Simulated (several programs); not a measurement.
**What each method gives for CdSe (4H polytype)**

CdSe built on the 4H polytype prototype, relaxed with r2SCAN in Ansatz, was computed with several methods. It is hexagonal, P6_3mc (No. 186); a = 4.339 Å, c = 14.159 Å in the conventional setting, 28.86 Å³ an atom. Cd is surrounded by 4 Se at 2.65–2.66 Å; Cd is surrounded by 4 Se at 2.66 Å; Se is surrounded by 4 Cd at 2.66 Å; Se is surrounded by 4 Cd at 2.65–2.66 Å. No spin polarisation. The prototype was imposed, so other structures may be more stable.

```yaml
crystal:
  lattice:
    - [4.33928, 0.00000, 0.00000]
    - [-2.16964, 3.75793, 0.00000]
    - [0.00000, 0.00000, 14.15870]
  atoms:
    - { symbol: Cd, position: [0.00000, 0.00000, 0.99980] }
    - { symbol: Cd, position: [0.33333, 0.66667, 0.24996] }
    - { symbol: Cd, position: [0.00000, 0.00000, 0.49980] }
    - { symbol: Cd, position: [0.66667, 0.33333, 0.74996] }
    - { symbol: Se, position: [0.00000, 0.00000, 0.18750] }
    - { symbol: Se, position: [0.33333, 0.66667, 0.43774] }
    - { symbol: Se, position: [0.00000, 0.00000, 0.68750] }
    - { symbol: Se, position: [0.66667, 0.33333, 0.93774] }
```

Gaps and times are for a single point on this cell; volume and bulk modulus come from each method's own relaxation or energy curve at fixed shape, which is too stiff where a cell has free coordinates or axes. Times are rough, from shared hosts (Arm Neoverse V1; Intel Xeon Processor @ 2.70GHz; NVIDIA H100 80GB HBM3), and each method has its own mesh and cell size. A dagger marks a closed or tiny gap in a crystal that DFT finds insulating: a failure of the method or a wrong SCF state. A double dagger marks a value from a curve with shape and coordinates held. PM6 (MOPAC), PM7 (MOPAC), GFN1-xTB (tblite), GFN2-xTB (tblite) treat a cluster of cells at its zone centre, which samples few k points: where these miss a band edge, the gap comes out too large for that reason alone. Gaps from k meshes are read at a limited set of points (mesh, symmetry points, PBE's band edges), so each method's own least gap may be somewhat smaller. Force fields have no electrons; where one was fitted to this phase, its volume and modulus reflect the fit. xTB and the PM methods were fitted mostly to molecules, and can miss a solid's gap by electronvolts. Minimal bases can be far off for gaps. Times of the plane-wave ladder aren't listed, since it ran on unlike processors and cards. GLLB-SC's gap includes the derivative discontinuity. d marks a direct gap, i an indirect one (no mark: not told apart), a dash a value that wasn't computed or didn't pass its checks.

```json
{"method": "PBEsol", "kind": "semilocal", "gap (eV)": "–", "own volume (Å³/atom)": "28.13", "bulk modulus (GPa)": "–", "atoms computed": "8", "processor time": "–"}
{"method": "CdTeZnSeHgS0.sw (LAMMPS)", "kind": "force field", "gap (eV)": "–", "own volume (Å³/atom)": "27.68", "bulk modulus (GPa)": "54‡", "atoms computed": "8", "processor time": "0.11 s"}
{"method": "CdTeSe.bop.table (LAMMPS)", "kind": "force field", "gap (eV)": "–", "own volume (Å³/atom)": "27.60", "bulk modulus (GPa)": "56‡", "atoms computed": "8", "processor time": "0.13 s"}
{"method": "PM7 (MOPAC)", "kind": "semi-empirical", "gap (eV)": "4.35", "own volume (Å³/atom)": "31.43‡", "bulk modulus (GPa)": "96‡", "atoms computed": "cluster", "processor time": "2.5 s"}
{"method": "PM6 (MOPAC)", "kind": "semi-empirical", "gap (eV)": "2.43", "own volume (Å³/atom)": "–", "bulk modulus (GPa)": "–", "atoms computed": "cluster", "processor time": "2.6 s"}
{"method": "GFN1-xTB (tblite)", "kind": "tight binding", "gap (eV)": "0.00†", "own volume (Å³/atom)": "29.91‡", "bulk modulus (GPa)": "38‡", "atoms computed": "cluster", "processor time": "3 s"}
{"method": "GFN2-xTB (tblite)", "kind": "tight binding", "gap (eV)": "2.76", "own volume (Å³/atom)": "31.39‡", "bulk modulus (GPa)": "22‡", "atoms computed": "cluster", "processor time": "4.9 s"}
{"method": "PBE+SOC", "kind": "semilocal", "gap (eV)": "0.47 d", "own volume (Å³/atom)": "–", "bulk modulus (GPa)": "–", "atoms computed": "8", "processor time": "–"}
{"method": "light PBE (260 eV and a coarse mesh)", "kind": "light plane-wave", "gap (eV)": "0.59 d", "own volume (Å³/atom)": "–", "bulk modulus (GPa)": "–", "atoms computed": "8", "processor time": "11 s"}
{"method": "PBE/SZV (CP2K)", "kind": "small basis", "gap (eV)": "0.82 d", "own volume (Å³/atom)": "31.41‡", "bulk modulus (GPa)": "44‡", "atoms computed": "8", "processor time": "16 s"}
{"method": "PBE/DZVP (CP2K)", "kind": "small basis", "gap (eV)": "0.58 d", "own volume (Å³/atom)": "30.22‡", "bulk modulus (GPa)": "44‡", "atoms computed": "8", "processor time": "46 s"}
{"method": "PBE", "kind": "semilocal", "gap (eV)": "0.58 d", "own volume (Å³/atom)": "29.75", "bulk modulus (GPa)": "45‡", "atoms computed": "8", "processor time": "–"}
{"method": "LDA", "kind": "semilocal", "gap (eV)": "0.31 d", "own volume (Å³/atom)": "27.12", "bulk modulus (GPa)": "–", "atoms computed": "8", "processor time": "–"}
{"method": "r2SCAN", "kind": "semilocal", "gap (eV)": "1.07 d", "own volume (Å³/atom)": "28.86", "bulk modulus (GPa)": "51‡", "atoms computed": "8", "processor time": "–"}
{"method": "GLLB-SC (GPAW)", "kind": "model potential", "gap (eV)": "1.43", "own volume (Å³/atom)": "–", "bulk modulus (GPa)": "–", "atoms computed": "8", "processor time": "3.2 min"}
{"method": "HSE06", "kind": "hybrid", "gap (eV)": "1.51 d", "own volume (Å³/atom)": "–", "bulk modulus (GPa)": "–", "atoms computed": "8", "processor time": "–"}
{"method": "PBE0", "kind": "hybrid", "gap (eV)": "2.11 d", "own volume (Å³/atom)": "–", "bulk modulus (GPa)": "–", "atoms computed": "8", "processor time": "–"}
```

Against HSE06 (1.51 eV) and with closed or daggered gaps left aside, the nearest gap at the points sampled is that of GLLB-SC (GPAW) (-0.08 eV) and the farthest that of PM7 (MOPAC) (+2.84 eV). HSE06 is only a yardstick of convenience, and nearness to it can be luck.

Volumes against r2SCAN's: PBEsol -2.5 %, CdTeZnSeHgS0.sw (LAMMPS) -4.1 %, CdTeSe.bop.table (LAMMPS) -4.4 %, PBE +3.1 %, LDA -6.0 %.

Only the rows marked +SOC include spin-orbit coupling.
